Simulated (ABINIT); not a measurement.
# Al (Fm-3m) in ABINIT: a series of runs, part 2 of 2

ABINIT 10.8.3 (patched build).

## (3) Equation of state, BLYP+D3(BJ)

run.abi reads:

```
# Datasets: one volume each
ndtset 7
getwfk -1
scalecart1 3*0.9795861087
scalecart2 3*0.9864848297
scalecart3 3*0.9932883884
scalecart4 3*1.0000000000
scalecart5 3*1.0066227096
scalecart6 3*1.0131594038
scalecart7 3*1.0196128224

# Pseudopotentials
pp_dirpath "./"
pseudos "Al.GGA_PBE-JTH.xml"

# Structure
acell 3*1.0
rprim
     0.0000000000     3.8263269058     3.8263269058
     3.8263269058     0.0000000000     3.8263269058
     3.8263269058     3.8263269058     0.0000000000
ntypat 1
znucl 13
natom 1
typat 1
xred
     0.0000000000     0.0000000000     0.0000000000

# Plane-wave basis
ecut 20.0
pawecutdg 40.0

# k points
kptopt 1
ngkpt 11 11 11
nshiftk 1
shiftk 0.0 0.0 0.0

# Exchange and correlation
ixc -106131
vdw_xc 7

# Bands and occupations
nband 6
occopt 3
tsmear 0.00183747

# SCF cycle
nstep 100
tolvrs 1.0e-9

# Output
iomode 3
prtwf 1
prtden 0
prteig 0
prtebands 0
enunit 2
```

Potentials or basis: JTH PAW PBE v2.0.

Launch:

```console
abinit run.abi > log 2>&1
```

run.abo:

```text
.Version 10.8.3 of ABINIT
 DATASET    1 : space group Fm -3 m (#225); Bravais cF (face-center cubic)
================================================================================
 Values of the parameters that define the memory need for DATASET  1.
     intxc =       0    ionmov =       0      iscf =      17    lmnmax =       8
     lnmax =       4     mgfft =      24  mpssoang =       2    mqgrid =    3001
     natom =       1  nloc_mem =       2    nspden =       1   nspinor =       1
    nsppol =       1      nsym =      48    n1xccc =       1    ntypat =       1
    occopt =       3   xclevel =       2
       mpw =         462          nfft =       13824          nkpt =          56
 PAW method is used; the additional fine FFT grid is defined by:
   mgfftf=        32    nfftf =     32768
================================================================================
================================================================================
[... 71 lines left out ...]
 DATASET    7 : space group Fm -3 m (#225); Bravais cF (face-center cubic)
================================================================================
 Values of the parameters that define the memory need for DATASET  7.
     intxc =       0    ionmov =       0      iscf =      17    lmnmax =       8
     lnmax =       4     mgfft =      24  mpssoang =       2    mqgrid =    3001
     natom =       1  nloc_mem =       2    nspden =       1   nspinor =       1
    nsppol =       1      nsym =      48    n1xccc =       1    ntypat =       1
    occopt =       3   xclevel =       2
       mpw =         532          nfft =       13824          nkpt =          56
 PAW method is used; the additional fine FFT grid is defined by:
   mgfftf=        32    nfftf =     32768
================================================================================
================================================================================

--------------------------------------------------------------------------------
------------- Echo of variables that govern the present computation ------------
--------------------------------------------------------------------------------
 -outvars: echo values of preprocessed input variables --------
            acell      1.0000000000E+00  1.0000000000E+00  1.0000000000E+00 Bohr
              amu      2.69815390E+01
             ecut      2.00000000E+01 Hartree
           enunit           2
           getwfk          -1
                       outvar_i_n : Printing only first  50 k-points.
              ixc     -106131
           jdtset        1    2    3    4    5    6    7
                       outvar_i_n : Printing only first  50 k-points.
         kptrlatt       11    0    0      0   11    0      0    0   11
          kptrlen1     5.83085676E+01
          kptrlen2     5.87192048E+01
          kptrlen3     5.91241776E+01
          kptrlen4     5.95236774E+01
          kptrlen5     5.99178855E+01
          kptrlen6     6.03069736E+01
          kptrlen7     6.06911048E+01
            natom           1
            nband           6
           ndtset           7
            ngfft          24      24      24
          ngfftdg          32      32      32
             nkpt          56
            nstep         100
             nsym          48
           ntypat           1
                       prtocc : prtvol=0, do not print more k-points.
           occopt           3
        pawecutdg      4.00000000E+01 Hartree
         pawxcdev           0
           prtden           0
        prtebands           0
           prteig           0
            rprim1     0.0000000000E+00  3.7482166843E+00  3.7482166843E+00
                       3.7482166843E+00  0.0000000000E+00  3.7482166843E+00
                       3.7482166843E+00  3.7482166843E+00  0.0000000000E+00
            rprim2     0.0000000000E+00  3.7746134460E+00  3.7746134460E+00
                       3.7746134460E+00  0.0000000000E+00  3.7746134460E+00
                       3.7746134460E+00  3.7746134460E+00  0.0000000000E+00
            rprim3     0.0000000000E+00  3.8006460858E+00  3.8006460858E+00
                       3.8006460858E+00  0.0000000000E+00  3.8006460858E+00
                       3.8006460858E+00  3.8006460858E+00  0.0000000000E+00
            rprim4     0.0000000000E+00  3.8263269058E+00  3.8263269058E+00
                       3.8263269058E+00  0.0000000000E+00  3.8263269058E+00
                       3.8263269058E+00  3.8263269058E+00  0.0000000000E+00
            rprim5     0.0000000000E+00  3.8516675577E+00  3.8516675577E+00
                       3.8516675577E+00  0.0000000000E+00  3.8516675577E+00
                       3.8516675577E+00  3.8516675577E+00  0.0000000000E+00
            rprim6     0.0000000000E+00  3.8766790866E+00  3.8766790866E+00
                       3.8766790866E+00  0.0000000000E+00  3.8766790866E+00
                       3.8766790866E+00  3.8766790866E+00  0.0000000000E+00
            rprim7     0.0000000000E+00  3.9013719758E+00  3.9013719758E+00
                       3.9013719758E+00  0.0000000000E+00  3.9013719758E+00
                       3.9013719758E+00  3.9013719758E+00  0.0000000000E+00
          spgroup         225
           tolvrs      1.00000000E-09
           tsmear      1.83747000E-03 Hartree
            typat      1
           useylm           1
           vdw_xc           7
                       outvars : Printing only first  50 k-points.
            znucl       13.00000

================================================================================

 chkinp: Checking input parameters for consistency, jdtset=   1.

 chkinp: Checking input parameters for consistency, jdtset=   2.
[... 42 lines left out ...]
 getcut: wavevector=  0.0000  0.0000  0.0000  ngfft=  32  32  32
         ecut(hartree)=     40.000   => boxcut(ratio)=   2.12039

--- Pseudopotential description ------------------------------------------------
- pspini: atom type   1  psp file is ./Al.GGA_PBE-JTH.xml
 Pseudopotential format is: paw10
 basis_size (lnmax)=  4 (lmn_size=  8), orbitals=   0   0   1   1
 Spheres core radius: rc_sph= 1.90363307
 Shapefunction is SIN type: shapef(r)=[sin(pi*r/rshp)/(pi*r/rshp)]**2
 Radius for shape functions =  1.60786206
 Compensation charge density is not taken into account in XC energy/potential

  -1.09563711E+01                                ecore*ucvol(ha*bohr**3)
--------------------------------------------------------------------------------

[... 1200 lines left out ...]
-Cartesian components of stress tensor (GPa)         [Pressure= -7.2725E+00 GPa]
- sigma(1 1)=  7.27245830E+00  sigma(3 2)=  0.00000000E+00
- sigma(2 2)=  7.27245830E+00  sigma(3 1)=  0.00000000E+00
- sigma(3 3)=  7.27245830E+00  sigma(2 1)=  0.00000000E+00

== END DATASET(S) ==============================================================
================================================================================

 -outvars: echo values of variables after computation  --------
            acell      1.0000000000E+00  1.0000000000E+00  1.0000000000E+00 Bohr
           etotal1    -2.0969838066E+00
           etotal2    -2.0969068718E+00
           etotal3    -2.0967165701E+00
           etotal4    -2.0964258587E+00
           etotal5    -2.0960471099E+00
           etotal6    -2.0955911697E+00
           etotal7    -2.0950689174E+00
            fcart1    -0.0000000000E+00 -0.0000000000E+00 -0.0000000000E+00
            fcart2    -0.0000000000E+00 -0.0000000000E+00 -0.0000000000E+00
            fcart3    -0.0000000000E+00 -0.0000000000E+00 -0.0000000000E+00
            fcart4    -0.0000000000E+00 -0.0000000000E+00 -0.0000000000E+00
            fcart5    -0.0000000000E+00 -0.0000000000E+00 -0.0000000000E+00
            fcart6    -0.0000000000E+00 -0.0000000000E+00 -0.0000000000E+00
            fcart7    -0.0000000000E+00 -0.0000000000E+00 -0.0000000000E+00
            rprim1     0.0000000000E+00  3.7482166843E+00  3.7482166843E+00
                       3.7482166843E+00  0.0000000000E+00  3.7482166843E+00
                       3.7482166843E+00  3.7482166843E+00  0.0000000000E+00
[... 17 lines left out ...]
                       3.9013719758E+00  3.9013719758E+00  0.0000000000E+00
           strten1     8.0280144771E-06  8.0280144771E-06  8.0280144771E-06
                       0.0000000000E+00  0.0000000000E+00  0.0000000000E+00
           strten2     6.1870874190E-05  6.1870874190E-05  6.1870874190E-05
                       0.0000000000E+00  0.0000000000E+00  0.0000000000E+00
           strten3     1.0943164408E-04  1.0943164408E-04  1.0943164408E-04
                       0.0000000000E+00  0.0000000000E+00  0.0000000000E+00
           strten4     1.5127801105E-04  1.5127801105E-04  1.5127801105E-04
                       0.0000000000E+00  0.0000000000E+00  0.0000000000E+00
           strten5     1.8789862608E-04  1.8789862608E-04  1.8789862608E-04
                       0.0000000000E+00  0.0000000000E+00  0.0000000000E+00
           strten6     2.1973273011E-04  2.1973273011E-04  2.1973273011E-04
                       0.0000000000E+00  0.0000000000E+00  0.0000000000E+00
           strten7     2.4718583351E-04  2.4718583351E-04  2.4718583351E-04
                       0.0000000000E+00  0.0000000000E+00  0.0000000000E+00
 Calculation completed.
```

Run time: 42 s. Hardware: 1 thread of Arm Neoverse N1, shared host; peak memory 0.12 GiB.

What came out:

* Equilibrium volume: 15.57 Å³/atom (rough: see the caveat)
* Bulk modulus: 81 GPa (rough)

Energy against volume, from the lowest point:
| volume (Å³/atom) | energy (meV/atom) |
| --- | --- |
| 15.607 | 0.00 |
| 15.939 | 2.09 |
| 16.271 | 7.27 |
| 16.603 | 15.18 |
| 16.935 | 25.49 |
| 17.267 | 37.90 |
| 17.599 | 52.11 |

Caveat: pressures at fixed basis lie under the slope of the energies; the minimum lies outside the volumes run; the PAW data sets were made with another functional, which shifts forces and pressure a little.

## (4) Equation of state, BLYP

run.abi, as its differences from that of step 3:

```diff
@@ -13,3 +13,3 @@
 pp_dirpath "./"
-pseudos "Al.GGA_PBE-JTH.xml"
+pseudos "Al.upf"
 
@@ -30,3 +30,2 @@
 ecut 20.0
-pawecutdg 40.0
 
@@ -40,3 +39,2 @@
 ixc -106131
-vdw_xc 7
 
@@ -45,3 +43,3 @@
 occopt 3
-tsmear 0.00183747
+tsmear 0.05 eV
 
@@ -49,3 +47,3 @@
 nstep 100
-tolvrs 1.0e-9
+tolvrs 1.0e-10
 
@@ -57,2 +55 @@
 prtebands 0
-enunit 2
```

Potentials or basis: PseudoDojo NC SR PBE v0.4.1 standard.

Launch:

```console
abinit run.abi > log 2>&1
```

It took 35 s on 1 thread of Arm Neoverse N1, shared host; peak memory 0.11 GiB.

Results (log left out):

| Quantity | Value |
| --- | --- |
| Equilibrium volume | 17.69 Å³/atom (rough: see the caveat) |
| Bulk modulus | 58 GPa (rough) |

Energy against volume, from the lowest point:
```
volume (Å³/atom)  energy (meV/atom)
          15.607              56.71
          15.939              38.48
          16.271              24.27
          16.603              13.67
          16.935               6.32
          17.267               1.87
          17.599               0.00
```

Caveat: pressures at fixed basis lie under the slope of the energies; the minimum lies outside the volumes run; the potentials were made for another functional, which shifts forces and pressure.
